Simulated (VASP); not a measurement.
# SiO2 (Stishovite) (P4_2/mnm) in VASP: notebook, part 2 of 4

VASP 6.6.1. The steps go on from the part before.

## 3. Relaxation of shape and atoms at fixed volume, LDA (a relaxed cell with its volume scaled by 1.06)

Input file INCAR:

```
SYSTEM = SiO2
PREC = Accurate
ENCUT = 600
EDIFF = 1E-7
ISMEAR = 0
SIGMA = 0.03
LREAL = .False.
LASPH = .True.
NELM = 80
ALGO = Normal
ISIF = 4
LWAVE = .False.
LCHARG = .False.
IBRION = 2
NSW = 40
EDIFFG = -0.01
KPAR = 2
```

Input file KPOINTS:

```
Automatic mesh
0
Gamma
  8 8 10
  0 0 0
```

Input file POSCAR:

```
SiO2                                    
1.0
    4.2358490168     -0.0000000000      0.0000000000
    0.0000000000      4.2358490168      0.0000000000
    0.0000000000      0.0000000000      2.7182553489
  Si              O             
     2     4
Direct
     0.0000000000000000    0.0000000000000000    0.0000000000000000
     0.5000000000000000    0.5000000000000000    0.5000000000000000
     0.3053962239363520    0.3053962239363520    0.0000000000000000
     0.1946037760636481    0.8053962239363520    0.5000000000000000
     0.6946037760636480    0.6946037760636480    0.0000000000000000
     0.8053962239363520    0.1946037760636481    0.5000000000000000
```

Potentials or basis: VASP PAW LDA potentials, release 64 (Si, O).

Launch:

```console
> cat potpaw_LDA.64/Si/POTCAR potpaw_LDA.64/O/POTCAR > POTCAR
> mpirun -np 2 vasp_std > vasp.out
```

OUTCAR:

```text
SYSTEM = SiO2
   PREC = Accurate
   ENCUT = 600
   EDIFF = 1E-7
   ISMEAR = 0
   LREAL = .False.
   LASPH = .True.
   NELM = 80
   ISIF = 4
   IBRION = 2
   NSW = 40
   EDIFFG = -0.01

 ion  position               nearest neighbor table
   1  0.000  0.000  0.000-   4 1.79   6 1.79   4 1.79   6 1.79   5 1.83   3 1.83
   2  0.500  0.500  0.500-   3 1.79   5 1.79   3 1.79   5 1.79   4 1.83   6 1.83
   3  0.305  0.305  0.000-   2 1.79   2 1.79   1 1.83
   4  0.195  0.805  0.500-   1 1.79   1 1.79   2 1.83
   5  0.695  0.695  0.000-   2 1.79   2 1.79   1 1.83
   6  0.805  0.195  0.500-   1 1.79   1 1.79   2 1.83

  LATTYP: Found a simple tetragonal cell.
 ALAT       =     4.2358490168
 C/A-ratio  =     0.6417262131

  Lattice vectors:

 A1 = (   4.2358490168,   0.0000000000,   0.0000000000)
 A2 = (   0.0000000000,   4.2358490168,   0.0000000000)
 A3 = (   0.0000000000,   0.0000000000,   2.7182553489)

Analysis of symmetry for initial positions (statically):
=====================================================================
 Subroutine PRICEL returns:
 Original cell was already a primitive cell.

 Routine SETGRP: Setting up the symmetry group for a
 simple tetragonal supercell.

 Subroutine GETGRP returns: Found 16 space group operations
 (whereof  8 operations were pure point group operations)
 out of a pool of 16 trial point group operations.

The static configuration has the point symmetry D_2h.
 The point group associated with its full space group is D_4h.

Analysis of symmetry for dynamics (positions and initial velocities):
=====================================================================
 Subroutine PRICEL returns:
 Original cell was already a primitive cell.

 Routine SETGRP: Setting up the symmetry group for a
 simple tetragonal supercell.

 Subroutine GETGRP returns: Found 16 space group operations
 (whereof  8 operations were pure point group operations)
[... 138 lines left out ...]
   AEXX    =    0.0000 exact exchange contribution
   IVDW    =     0    specifies the selected vdW correction
   LEPSILON=     F    determine dielectric tensor
   LRPA    =     F    only Hartree local field effects (RPA)
 conjugate gradient relaxation of ions
 non-spin polarized calculation
 Gauss-broadening in eV      SIGMA  =   0.03
  energy-cutoff  :      600.00
  volume of cell :       48.77
 maximum number of plane-waves:      1655
 NGX is ok and might be reduce to    36
   NGX = 17   NGY = 17   NGZ = 11

--------------------------------------- Ionic step        1  -------------------------------------------

 number of electron      32.0000009 magnetization

 Free energy of the ion-electron system (eV)
  ---------------------------------------------------
  ext. energy  EPLUGINS =         0.00000000
  ---------------------------------------------------
  free energy    TOTEN  =       -51.84078475 eV

  energy without entropy =      -51.84078475  energy(sigma->0) =      -51.84078475

------------------------ aborting loop because EDIFF is reached ----------------------------------------

  FORCE on cell =-STRESS in cart. coord.  units (eV):
  Direction    XX          YY          ZZ          XY          YZ          ZX
  --------------------------------------------------------------------------------------
  -------------------------------------------------------------------------------------
  Total       -4.9593394     -4.9593394     -6.0122954      0.0000000      0.0000000      0.0000000
  in kB     -162.9158047   -162.9158047   -197.5057301      0.0000000      0.0000000      0.0000000
  external PRESSURE =    -174.4457798 kB  Pullay stress =       0.0000000 kB
[... 147 lines left out ...]
--------------------------------------- Ionic step        5  -------------------------------------------

 number of electron      32.0000002 magnetization

 Free energy of the ion-electron system (eV)
  ---------------------------------------------------
  ext. energy  EPLUGINS =         0.00000000
  ---------------------------------------------------
  free energy    TOTEN  =       -51.85679055 eV

  energy without entropy =      -51.85679055  energy(sigma->0) =      -51.85679055

 E-fermi :   7.6183     XC(G=0): -12.4902

 val. band max:        7.4184454693   @ k =   0.0000   0.0000   0.0000
 cond. band min:      12.3246020017   @ k =   0.0000   0.0000   0.0000
 fundamental gap:      4.9061565324
 Fermi energy:         7.6182875285

 k-point     1 :       0.0000    0.0000    0.0000
  band No.  band energies     occupation
      1     -14.5215      2.00000
      2     -10.9839      2.00000
      3     -10.9839      2.00000
      4     -10.9079      2.00000
      5      -3.0795      2.00000
      6       1.1770      2.00000
[... 541 lines left out ...]
     19      16.7199      0.00000
     20      16.7199      0.00000

 [... further k-points ...]

------------------------ aborting loop because EDIFF is reached ----------------------------------------

  FORCE on cell =-STRESS in cart. coord.  units (eV):
  Direction    XX          YY          ZZ          XY          YZ          ZX
  --------------------------------------------------------------------------------------
  -------------------------------------------------------------------------------------
  Total       -4.7008377     -4.7008377     -4.6992326      0.0000000      0.0000000      0.0000000
  in kB     -154.4239471   -154.4239471   -154.3712168      0.0000000      0.0000000      0.0000000
  external PRESSURE =    -154.4063704 kB  Pullay stress =       0.0000000 kB
[... 21 lines left out ...]
  FREE ENERGIE OF THE ION-ELECTRON SYSTEM (eV)
  ---------------------------------------------------
  free  energy   TOTEN  =       -51.8567905497 eV

  energy  without entropy=      -51.8567905497  energy(sigma->0) =      -51.85679055

 reached required accuracy - stopping structural energy minimisation
```

CONTCAR:

```text
SiO2
   1.00000000000000
     4.2554026901108113    0.0000000000000000    0.0000000000000000
     0.0000000000000000    4.2554026901108113    0.0000000000000000
     0.0000000000000000    0.0000000000000000    2.6933318509938160
  Si              O
     2     4
Direct
     0.0000000000000000    0.0000000000000000    0.0000000000000000
     0.5000000000000000    0.5000000000000000    0.5000000000000000
     0.3080583356465452    0.3080583356465452    0.0000000000000000
     0.1919416643534548    0.8080583356465452    0.5000000000000000
     0.6919416643534548    0.6919416643534548    0.0000000000000000
     0.8080583356465452    0.1919416643534548    0.5000000000000000

  0.00000000E+00  0.00000000E+00  0.00000000E+00
  0.00000000E+00  0.00000000E+00  0.00000000E+00
  0.00000000E+00  0.00000000E+00  0.00000000E+00
  0.00000000E+00  0.00000000E+00  0.00000000E+00
  0.00000000E+00  0.00000000E+00  0.00000000E+00
  0.00000000E+00  0.00000000E+00  0.00000000E+00
```

It took 53 s on 2 MPI ranks of Intel Xeon 6975P-C (Granite Rapids), shared host; peak memory 0.2 GiB.

What came out:

- Free energy: -51.8568 eV
- Energy gained by relaxing: 2.7 meV/atom
- Ionic steps: 5
- Pressure after relaxing: -15.4 GPa
- Band gap on the k mesh: 4.91 eV, direct

Step by step:
| step | energy change (eV) | largest force (eV/Å) | pressure (GPa) |
| --- | --- | --- | --- |
| 1 | 0.0000 | 0.3468 | -17.44 |
| 2 | -0.0146 | 0.0645 | -15.64 |
| 3 | -0.0146 | 0.0629 | -15.65 |
| 4 | -0.0159 | 0.0177 | -15.38 |
| 5 | -0.0160 | 0.0009 | -15.44 |

Final structure:
```
CELL_PARAMETERS angstrom
4.25540 0.00000 0.00000
0.00000 4.25540 0.00000
0.00000 0.00000 2.69333
ATOMIC_POSITIONS crystal
Si 0.00000 0.00000 0.00000
Si 0.50000 0.50000 0.50000
O 0.30806 0.30806 0.00000
O 0.19194 0.80806 0.50000
O 0.69194 0.69194 0.00000
O 0.80806 0.19194 0.50000
```

A k mesh can miss the band edges.

## 4. Relaxation of cell and atoms, r2SCAN

Input file INCAR:

```
SYSTEM = SiO2
  ALGO = Normal
  EDIFF = 1E-6
  EDIFFG = -0.01
  ENCUT = 600
  IBRION = 2
  ISIF = 3
  ISMEAR = 0
  KPAR = 2
  LASPH = .TRUE.
  LCHARG = .FALSE.
  LMIXTAU = .TRUE.
  LREAL = .FALSE.
  LWAVE = .FALSE.
  METAGGA = R2SCAN
  NELM = 80
  NSW = 90
  PREC = Accurate
  SIGMA = 0.03
```

Input file KPOINTS:

```
k-points
0
G
  8 8 10
  0 0 0
```

Input file POSCAR:

```
SiO2
1.0
    4.1773000000      0.0000000000      0.0000000000
    0.0000000000      4.1773000000      0.0000000000
    0.0000000000      0.0000000000      2.6652000000
Si O
2 4
Direct
    0.0000000000      0.0000000000      0.0000000000
    0.5000000000      0.5000000000      0.5000000000
    0.3059000000      0.3059000000      0.0000000000
    0.1941000000      0.8059000000      0.5000000000
    0.6941000000      0.6941000000      0.0000000000
    0.8059000000      0.1941000000      0.5000000000
```

Potentials or basis: VASP PAW PBE potentials, release 64 (Si, O).

Launch:

```console
> cat potpaw_PBE.64/Si/POTCAR potpaw_PBE.64/O/POTCAR > POTCAR
> mpirun -np 2 vasp_std > vasp.out
```

It took 7.1 min on 2 MPI ranks of Intel Xeon Platinum 8259CL at 2.50GHz (Skylake/Cascade Lake), shared host; peak memory 0.22 GiB.

Results (log left out):

* Free energy: -58.8028 eV
* Relaxed volume: 7.79 Å³/atom
* Relaxed cell: a = 4.182 Å, b = 4.182 Å, c = 2.672 Å, α = 90.00°, β = 90.00°, γ = 90.00°
* Space group after relaxing (to 0.05 Å): P4_2/mnm (No. 136)
* Energy gained by relaxing: 0.2 meV/atom
* Ionic steps: 6
* Pressure after relaxing: -0.1 GPa
* Band gap on the k mesh: 6.50 eV, direct

Forces on the atoms (eV/Å):
```
Si   0.000  0.000  0.000
Si   0.000  0.000  0.000
O   -0.001 -0.001  0.000
O    0.001 -0.001  0.000
O    0.001  0.001  0.000
O   -0.001  0.001  0.000
```

Step by step:
| step | energy change (eV) | largest force (eV/Å) | pressure (GPa) | volume (Å³) |
| --- | --- | --- | --- | --- |
| 1 | 0.0000 | 0.0200 | 1.59 | 46.51 |
| 2 | 0.0013 | 0.0696 | -2.36 | 47.03 |
| 3 | -0.0012 | 0.0170 | 0.03 | 46.72 |
| 4 | -0.0012 | 0.0184 | -0.09 | 46.72 |
| 5 | -0.0012 | 0.0148 | -0.05 | 46.72 |
| 6 | -0.0012 | 0.0021 | -0.07 | 46.72 |

Final structure:
```xyz
6
Lattice="4.1815 0.0000 0.0000 0.0000 4.1815 0.0000 0.0000 0.0000 2.6722" Properties=species:S:1:pos:R:3 pbc="T T T"
Si    0.0000    4.1815    0.0000
Si    2.0908    2.0908    1.3361
O     1.2792    1.2792    0.0000
O     0.8116    3.3699    1.3361
O     2.9024    2.9024    0.0000
O     3.3699    0.8116    1.3361
```

Levels at points of the mesh, in eV from the valence-band top:
```
           k point  band 13  band 14  band 15  band 16  band 17  band 18  band 19  band 20
(0.00, 0.00, 0.00)    -2.52    -0.88    -0.88     0.00     6.50     7.61     9.44     9.44
(0.50, 0.00, 0.00)    -2.72    -2.72    -1.08    -1.08     8.69     8.69    10.03    10.03
(0.50, 0.50, 0.00)    -2.70    -2.70    -2.32    -2.32     8.39     8.39    11.03    11.03
(0.00, 0.00, 0.50)    -3.12    -3.12    -2.71    -2.71    10.14    10.14    13.74    13.74
(0.50, 0.00, 0.50)    -2.31    -2.31    -1.80    -1.80     9.81     9.81    10.91    10.91
(0.50, 0.50, 0.50)    -1.78    -1.78    -1.61    -1.61     8.15     8.15    12.02    12.02
```

Caveat: the PAW data sets were made with another functional, which shifts forces and pressure a little.

(Part 2 of 4 ends here.)
